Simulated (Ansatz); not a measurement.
# FeO (P4_2/mmc) in Ansatz: settings compared

One crystal, FeO, is run at these levels: PBEsol, LDA; tasks: elastic constants, band structure.

Program: Ansatz 0.2.0. These are calculated values, not measurements. Logs are shortened: lines on timing, memory, paths and dates and some standing lists are left out, and cuts for length are marked.

**1. The structure**

It takes space group P4_2/mmc (No. 131, tetragonal). The conventional cell has a = 3.046 Å, b = 3.046 Å, c = 5.464 Å, α = 90.00°, β = 90.00°, γ = 90.00°. Around Fe (site symmetry mmm) lie 4 O at 2.05 Å. Around O (site symmetry -4m2) lie 4 Fe at 2.05 Å.

The cell comes from a database or a generator and needn't be the stable form of this composition.

**2. Elastic constants, PBEsol, collinear spin, ferromagnetic start**

input.yaml

```yaml
crystal:
  lattice:
    - [3.0458920022, 0.0, 0.0]
    - [0.0, 3.0458920022, 0.0]
    - [0.0, 0.0, 5.464211507]
  atoms:
    - { symbol: Fe, position: [0.5, 0.0, 0.5], spin: 3.0 }
    - { symbol: Fe, position: [0.0, 0.5, 0.0], spin: 3.0 }
    - { symbol: O, position: [0.5, 0.5, 0.25] }
    - { symbol: O, position: [0.5, 0.5, 0.75] }
hamiltonian:
  xc: pbesol
  pseudopotentials: { kind: paw }
magnetization:
  spin_polarized: true
kpoints:
  mp_grid: { grid: [8, 8, 4] }
scf:
  occupations: { method: fermi_dirac, width: 0.05 }
output:
  forces: true
  stress: true
elastic:
  mode: relaxed_ion
  stencil: two_point
```

Potentials or basis: Ansatz PAW.

On the command line:

```bash
> ansatz run input.yaml --threads 2 --pin off --max-ram 5632MiB --backend cpu --events-out ev --progress --plain --runs-dir out
```

The log of the run:

```text
Warning: RAYON_NUM_THREADS=2 ignored (pool sized by the plan → 2); use --threads N
Engine: ansatz 0.2.0, x86_64-unknown-linux-gnu
Pseudopotentials: kind: paw
Pseudopotential: Fe, paw, valence charge 16, recommended cutoff 420 eV (normal), Fe.paw.azcp
Pseudopotential: O, paw, valence charge 6, recommended cutoff 420 eV (normal), O.paw.azcp
Functional definition: PBEsol
  exchange = pbesol_x
  correlation = pbesol_c
Crystal: 4 atoms, lattice volume = 50.694 Å³
Basis set: ecut = 420 eV, 987 PW (Γ), exchange–correlation on 48×48×80 points (8 copies of the dense FFT grid, shifted against one another)
Bands: 30, of which v1, the nominal top of the filled ones, is band 22 counted from 1 (21 counted from 0)
Symmetry: 16 space group operations
Space group: P42/mmc (ITA 131), of the structure as read, at distance tolerance 3.7e-5 Å
Magnetic group: BNS 131.435 (UNI 1095), of the structure as read, at distance tolerance 3.7e-5 Å
k-points: 45 of 256
Non-local potential: Fe, projectors of the file, l = 0: 3, l = 1: 2, l = 2: 3, l = 3: 1
Non-local potential: O, projectors of the file, l = 0: 2, l = 1: 2, l = 2: 1
PAW form: soft (Blöchl's): semilocal exchange-correlation on the pseudo side does not see the compensation charge
PAW frozen core: Fe, regenerated for the run's functional, and the local potential with it (the file was generated under x = pbe(κ = 0.804, μ = 0.2195149727645171), c = pbe(β = 0.06672455060314922))
PAW frozen core: O, regenerated for the run's functional, and the local potential with it (the file was generated under x = pbe(κ = 0.804, μ = 0.2195149727645171), c = pbe(β = 0.06672455060314922))
PAW one-centre angular grid: Fe, 590 points (default); XC on 64 Gauss nodes
PAW one-centre angular grid: O, 110 points (default); XC on 64 Gauss nodes
Initial density: superposition of atomic densities (chi_scale 0.1, normalization cell, long waves kept (reshape's long-wave potential 0.00 eV rms))
Starting moments: Σ|m| = 6 μB on 2 of 4 sites
Initial wavefunctions: pseudopotential atomic-orbital guess
Functional: x = pbesol(κ = 0.804, μ = 0.12345679012345678), c = pbesol(β = 0.046)
SCF 1 converged in 13 iterations: F = -10017.198987 eV  dr2 = 1.27e-9
a single point of the input's cell can leave the moments in the input for a lower state (scf.lower_state_search): this run first made a single point of its cell. This run's own SCFs start from the density of the state that the single point found, with the moments in the input. The single point stayed on the moments in the input.
Initial density: read from a saved state, or passed on in memory by an earlier SCF of this step, an earlier step, the calling program or the single point that the run made first
Stability of the state it starts from, as read at its close in the collinear treatment: not read negative (Ritz values of 1 − χ₀K, real part plus size of imaginary part, from 0.66 to 1.0, by its mixing steps under the symmetry group of the SCF that read it); its run was given moments
Starting moments: Σ|m| = 6 μB on 2 of 4 sites; this step starts from the density that it was given
iter 1 solved again at ethr=4.09e-8 eV; its pass at ethr=3.10e-3 eV (dr2=1.80e-5 eV) is discarded
SCF iter   1: F=—  HF=-10017.198992 eV  |F-HF|=—  |Δ(HF+E_count)|=         —  Δρ=1.08e-6 (↑7.58e-7 ↓1.08e-6)  dr2=9.86e-10  dr2_m=1.69e-10  M=7.517 μB ∫|m|=7.622 μB  β_m=0.65  ethr=4.09e-8  ⟨swp⟩=3.0  Hψ=16797  notcnv=0
eigensolver tolerance schedule: the retry pair's looser diagonalisation over-reported the residual by 18262.43 of it (diagonalisation noise at 0.32 of the residual, at the tolerance the schedule requests for it); recorded, not acted on — ethr = c·dr2/N_el stays at c = 1.0e-1
preconditioner: auto → none  [metal: Δε(μ)=0.006 eV  Ē_g=9.576 eV  σ=0.050 eV  W_gap=0.03  n_scr=2 (ndim 8)  ℏωp=27.6 eV  f_vac=0.007  D(μ)=6.07/eV (n_scr^D=84)]
SCF iter   2: F=—  HF=-10017.198987 eV  |F-HF|=—  |Δ(HF+E_count)|=   4.65e-6  Δρ=5.47e-7 (↑3.46e-7 ↓5.47e-7)  dr2=2.22e-10  dr2_m=2.46e-11  M=7.517 μB ∫|m|=7.622 μB  β_m=0.55  ethr=2.24e-12  ⟨swp⟩=3.2  Hψ=5876  notcnv=0
SCF iter   3: F=—  HF=-10017.198987 eV  |F-HF|=—  |Δ(HF+E_count)|=  1.35e-10  Δρ=2.60e-7 (↑2.27e-7 ↓2.60e-7)  dr2=3.50e-11  dr2_m=1.33e-11  M=7.517 μB ∫|m|=7.622 μB  β_m=0.58  ethr=5.05e-13 (applied; sched 1.00e-12)  ⟨swp⟩=2.0  Hψ=3981  notcnv=0
SCF iter   4: F=—  HF=-10017.198987 eV  |F-HF|=—  |Δ(HF+E_count)|=  1.27e-11  Δρ=1.72e-7 (↑7.00e-8 ↓1.72e-7)  dr2=8.78e-12  dr2_m=5.19e-12  M=7.517 μB ∫|m|=7.622 μB  β_m=0.69  ethr=7.96e-14 (applied; sched 1.00e-12)  ⟨swp⟩=2.3  Hψ=4449  notcnv=0
SCF iter   5: F=—  HF=-10017.198987 eV  |F-HF|=—  |Δ(HF+E_count)|=  1.09e-11  Δρ=1.17e-7 (↑1.17e-7 ↓6.16e-8)  dr2=1.71e-12  dr2_m=3.26e-12  M=7.517 μB ∫|m|=7.622 μB  β_m=0.85  ethr=1.99e-14 (applied; sched 1.00e-12)  ⟨swp⟩=2.1  Hψ=4517  notcnv=0
SCF iter   6: F=—  HF=-10017.198987 eV  |F-HF|=—  |Δ(HF+E_count)|=  1.82e-12  Δρ=4.97e-8 (↑4.97e-8 ↓4.55e-8)  dr2=2.80e-12  dr2_m=6.65e-14  M=7.517 μB ∫|m|=7.622 μB  β_m=0.75  ethr=3.88e-15 (applied; sched 1.00e-12)  ⟨swp⟩=2.0  Hψ=4800  notcnv=0
SCF iter   7: F=—  HF=-10017.198987 eV  |F-HF|=—  |Δ(HF+E_count)|=  1.82e-12  Δρ=2.68e-8 (↑1.31e-8 ↓2.68e-8)  dr2=1.23e-13  dr2_m=1.64e-13  M=7.517 μB ∫|m|=7.622 μB  β_m=0.88  ethr=6.37e-15 (applied; sched 1.00e-12)  ⟨swp⟩=2.3  Hψ=4317  notcnv=0
SCF iter   8: F=—  HF=-10017.198987 eV  |F-HF|=—  |Δ(HF+E_count)|=  3.64e-12  Δρ=1.29e-8 (↑1.29e-8 ↓1.29e-8)  dr2=2.43e-14  dr2_m=6.79e-14  M=7.517 μB ∫|m|=7.622 μB  β_m=0.94  ethr=2.80e-16 (applied; sched 1.00e-12)  ⟨swp⟩=2.5  Hψ=4969  notcnv=0
SCF iter   9: F=-10017.198987 eV  HF=-10017.198987 eV  |F-HF|=1.82e-12  |Δ(HF+E_count)|=  3.64e-12  Δρ=3.62e-9 (↑2.69e-9 ↓3.62e-9)  dr2=2.52e-15  dr2_m=2.82e-15  M=7.517 μB ∫|m|=7.622 μB  ethr=1.00e-12  ⟨swp⟩=2.0  Hψ=8346  notcnv=0
SCF 2 converged in 9 iterations: F = -10017.198987 eV  dr2 = 2.52e-15
Crystal: 4 atoms, lattice volume = 50.593 Å³
Symmetry: 8 space group operations
k-points: 75 of 256
Initial density: handed on by an earlier stage of this run
Initial wavefunctions: pseudopotential atomic-orbital guess (no wavefunctions were taken with the density)
iter 1 solved again at ethr=5.63e-5 eV; its pass at ethr=3.10e-3 eV (dr2=2.48e-2 eV) is discarded
SCF iter   1: F=—  HF=-10017.214219 eV  |F-HF|=—  |Δ(HF+E_count)|=         —  Δρ=5.44e-3 (↑5.44e-3 ↓4.59e-3)  dr2=2.49e-2  dr2_m=4.81e-4  M=7.508 μB ∫|m|=7.616 μB  β_m=0.30  ethr=5.63e-5  ⟨swp⟩=1.0  Hψ=21178  notcnv=0
preconditioner: auto → Kerker (q_TF=auto, 2.666 Å⁻¹)  [metal: Δε(μ)=0.003 eV  Ē_g=9.589 eV  σ=0.050 eV  W_gap=0.01  n_scr=16 (ndim 8)  ℏωp=27.6 eV  f_vac=0.007  D(μ)=6.10/eV (n_scr^D=84)]
spin=Collinear: Kerker preconditioning applied to the charge; magnetization (m = ρ↑ − ρ↓) channel mixes plain (no charge-response kernel on spin).
SCF iter   2: F=—  HF=-10017.209329 eV  |F-HF|=—  |Δ(HF+E_count)|=   4.89e-3  Δρ=3.76e-3 (↑3.17e-3 ↓3.76e-3)  dr2=1.33e-2  dr2_m=1.67e-3  M=7.480 μB ∫|m|=7.586 μB  β_m=0.34  ethr=5.63e-5  ⟨swp⟩=2.0  Hψ=6400  notcnv=0
[... 337 lines left out ...]
SCF converged after 9 iterations
Magnetization: 7.5171 μB (25.7586 up, 18.2414 down)
Absolute magnetization: 7.6216 μB (∫|ρ↑−ρ↓|, with the PAW one-centre terms)
Spin contamination: 0.0725 ħ² per cell (⟨S²⟩ above its minimum at these occupations)
Per-site moments (μB) at R_I (Å): [(3.235895088366553, 0.8439093708699928), (3.235895088366552, 0.843909370869993), (0.22818354054451692, 0.843909370869993), (0.2281835405445166, 0.8439093708699928)]
Free energy (F): -10017.198987 eV
Harris-Foulkes:  -10017.198987 eV  (|F-HF|=1.82e-12)
Internal energy: -10017.151038 eV  (E = F + TS)
E sigma→0 (E₀):  -10017.175013 eV
Entropy (-TS):   -0.047949 eV (-11.987 meV/atom)
Fermi energy:    10.194114 eV
--- Per-component energies (eV) ---
  E_band       = -713.082382
  E_kinetic    = 1022.467972
  E_local      = -6104.331009  (includes V_loc(G=0)·N_el)
  E_nonlocal   = 555.274107
  E_hartree    = 2481.672671
  E_xc         = -369.669376
  E_vxc        = -476.228818  (∫ρ·V_xc dr)
  E_paw        = -2980.220163  (= ΣΔE_a)
  E_vpaw       = -673.615873  (= ΣTr[D̂ρ^β])
  E_aug_tail   = 0.005897  (compensation charges beyond the density's cutoff)
  E_ewald      = -4622.780117
  E_core_change = 0.428979  (= ΣΔE_core)
  E_smearing   = -0.047949  (= −TS)
  E_closure    = -0.000000  (closes the sum)
  Σ components = -10017.198987   (vs F -10017.198987, Δ=0.00e0)
--- Forces (eV/Å), atoms counted from 1 ---
  atom   1  Fe     0.00000000    -0.00000000    -0.00000000
  atom   2  Fe     0.00000000    -0.00000000     0.00000000
  atom   3  O      0.00000000     0.00000000    -0.00000000
  atom   4  O      0.00000000     0.00000000     0.00000000
  max |Σ_I F_I| component: 1.04e-17 eV/Å
--- Stress (GPa, compression-positive) ---
      -13.829120       0.000000       0.000000
        0.000000     -13.829120       0.000000
        0.000000       0.000000     -18.917397
  P = ⅓ Tr σ = -15.5252 GPa (-155.252 kbar)
--- Band table (eV; the first three rows and the last of 90) ---
  k-point 0 ↑: bands = ["-79.3999", "-79.3989", "-45.7551", "-45.7551", "-45.5923", "-45.5779", "-45.3178", "-45.3178", "-9.4914", "-8.4687", "1.9892", "4.2554", "4.2554", "5.7797", "6.2878", "6.4242", "6.4242", "6.4600", "6.9762", "7.0004", "7.0635", "7.0693", "7.0693", "7.6354", "10.2856", "10.2856", "10.6300", "14.7661", "16.3179", "22.3977"]
  k-point 1 ↑: bands = ["-79.3998", "-79.3991", "-45.7551", "-45.7551", "-45.5902", "-45.5801", "-45.3178", "-45.3178", "-9.3602", "-8.6409", "2.4791", "4.2960", "4.2960", "5.3030", "6.0343", "6.0343", "6.0589", "6.2904", "6.9889", "7.0506", "7.1203", "7.4778", "7.6026", "7.6026", "10.0617", "10.0617", "11.3477", "13.8501", "17.7090", "22.5192"]
  k-point 2 ↑: bands = ["-79.3994", "-79.3994", "-45.7551", "-45.7551", "-45.5851", "-45.5851", "-45.3178", "-45.3178", "-9.0207", "-9.0207", "3.7549", "3.7549", "4.3423", "4.3423", "5.7955", "5.7955", "6.2149", "6.2149", "7.0197", "7.0197", "7.2257", "7.2257", "8.0394", "8.0394", "9.7778", "9.7778", "12.6125", "12.6125", "20.0950", "20.0950"]
  k-point 44 ↓: bands = ["-75.4379", "-75.4379", "-41.7366", "-41.7366", "-41.7284", "-41.7284", "-41.6272", "-41.6272", "-7.9959", "-7.9959", "4.9363", "4.9363", "4.9890", "4.9890", "5.3570", "5.3570", "9.5784", "9.5784", "10.4718", "10.4718", "10.7828", "10.7828", "11.3544", "11.3544", "12.2297", "12.2297", "14.0130", "14.0130", "20.6111", "20.6111"]
--- Elastic constants: 4 strain directions × 2 members + reference (group order 16) ---
  dense FFT box of the reference and of every strained cell: 24×24×40
  strains applied: 11, 33, 23, 12; error gains: componentwise 1.00 (the most a stress slope's error grows in a printed constant), spectral 1.41 (1 for all six strains in a standard setting)
  C = ∂σ_k/∂η_j (tension-positive GPa; Voigt order 11 22 33 23 13 12):
        33.305    -14.535      4.358     -0.000      0.000     -0.000
       -14.535     33.305      4.358      0.000      0.000     -0.000
        -1.512     -1.512    152.628      0.000      0.000     -0.000
         0.000      0.000      0.000     19.276      0.000      0.000
         0.000      0.000      0.000      0.000     19.276     -0.000
         0.000      0.000      0.000      0.000      0.000     21.100
  reference stress σ⁰ (GPa):     13.829     13.829     18.917     -0.000     -0.000     -0.000
  C* (energy form; C + prestress term) asymmetry max|C*_kj − C*_jk| = 7.813e-1 GPa — a small one proves nothing (zero by symmetry where the batch's group is 432, −43m or m−3m); a large one is finite-difference/SCF noise where every solve meets its electron count
  moduli (Voigt/Reuss/Hill, GPa): K = 21.76/8.99/15.37   G = 27.33/20.96/24.14   E = 47.54   ν = -0.015
  mechanically stable: yes (min eigenvalue of sym C = 18.74 GPa)
  the stresses are not corrected for the forces that the relaxations left standing (`elastic.f_tol`)
  strain η (Voigt 11):  stress-route row diagonal C_11 = 33.31 GPa, energy-path curvature d²(F+E_count+ΔE)/dδ²/Ω₀ = 34.99 GPa
         δ    σ_11 (GPa)             F (eV)   n_scf  n_hpsi   n_pw
    -2.000e-3      13.7847      -10017.2077398       3   46622   1004   relax 3 steps, max|allowed force component| 5.28e-6 eV/Å
     2.000e-3      13.9180      -10017.1902557       2   34017   1012   relax 3 steps, max|allowed force component| 6.43e-7 eV/Å
  strain η (Voigt 33):  stress-route row diagonal C_33 = 152.63 GPa, energy-path curvature d²(F+E_count+ΔE)/dδ²/Ω₀ = 153.20 GPa
         δ    σ_33 (GPa)             F (eV)   n_scf  n_hpsi   n_pw
    -2.000e-3      18.6182      -10017.2109167      13   63469   1004   relax 0 steps, max|allowed force component| 1.13e-17 eV/Å
     2.000e-3      19.2287      -10017.1870101      10   51460   1006   relax 0 steps, max|allowed force component| 4.34e-18 eV/Å
  strain η (Voigt 23):  stress-route row diagonal C_44 = 19.28 GPa, energy-path curvature d²(F+E_count+ΔE)/dδ²/Ω₀ = 11.20 GPa
         δ    σ_23 (GPa)             F (eV)   n_scf  n_hpsi   n_pw
    -2.000e-3      -0.0386      -10017.1990053       2   40826   1004   relax 4 steps, max|allowed force component| 3.42e-5 eV/Å
     2.000e-3       0.0386      -10017.1990053       2   40785   1004   relax 4 steps, max|allowed force component| 3.44e-5 eV/Å
  strain η (Voigt 12):  stress-route row diagonal C_66 = 21.10 GPa, energy-path curvature d²(F+E_count+ΔE)/dδ²/Ω₀ = 14.66 GPa
         δ    σ_12 (GPa)             F (eV)   n_scf  n_hpsi   n_pw
    -2.000e-3      -0.0422      -10017.1989988      10   80680   1004   relax 0 steps, max|allowed force component| 1.39e-17 eV/Å
     2.000e-3       0.0422      -10017.1989988       7   57956   1004   relax 0 steps, max|allowed force component| 1.39e-17 eV/Å
```

Run time: 4.7 min. Hardware: 2 threads of Intel Xeon at 2.50GHz (Skylake/Cascade Lake), shared host; peak memory 0.57 GiB.

What came out:

| Item | Value |
| --- | --- |
| Free energy | -10017.1990 eV |
| Pressure | -15.5 GPa |
| Band gap on the k mesh | none (metal or under the smearing width) |
| Net moment | 7.52 μB per cell |
| Absolute moment | 7.62 μB per cell |
| Site moments | Fe +3.24; O +0.23 μB |
| Voigt bulk modulus | 22 GPa |

Elastic tensor in Voigt notation (GPa, in the Cartesian axes of the cell as first typed):
```
 33 -15   4   0   0   0
-15  33   4   0   0   0
 -2  -2 153   0   0   0
  0   0   0  19   0   0
  0   0   0   0  19   0
  0   0   0   0   0  21
```

Caveat: the cell is more than 3 GPa from zero pressure, which shifts response properties; elastic constants of metals need much finer meshes, so these are rough; so large a pressure means that the cell lies far from this level's equilibrium, or that cutoff or potentials fall short; the pressure holds a Pulay correction of +0.5 GPa for the finite cutoff; semilocal functionals often make such compounds metallic where correlation or magnetic order opens a gap, which also shifts bond lengths; only a ferromagnetic start was run, and an antiferromagnetic order may lie lower in energy; the PAW data sets come from PBE, with cores solved anew for the run's functional, which leaves a small shift of forces and pressure. With open d or f shells a metallic result of PBEsol can be an artefact of self-interaction; +U or a hybrid may open a gap.

(Part 1 of 2 ends here.)
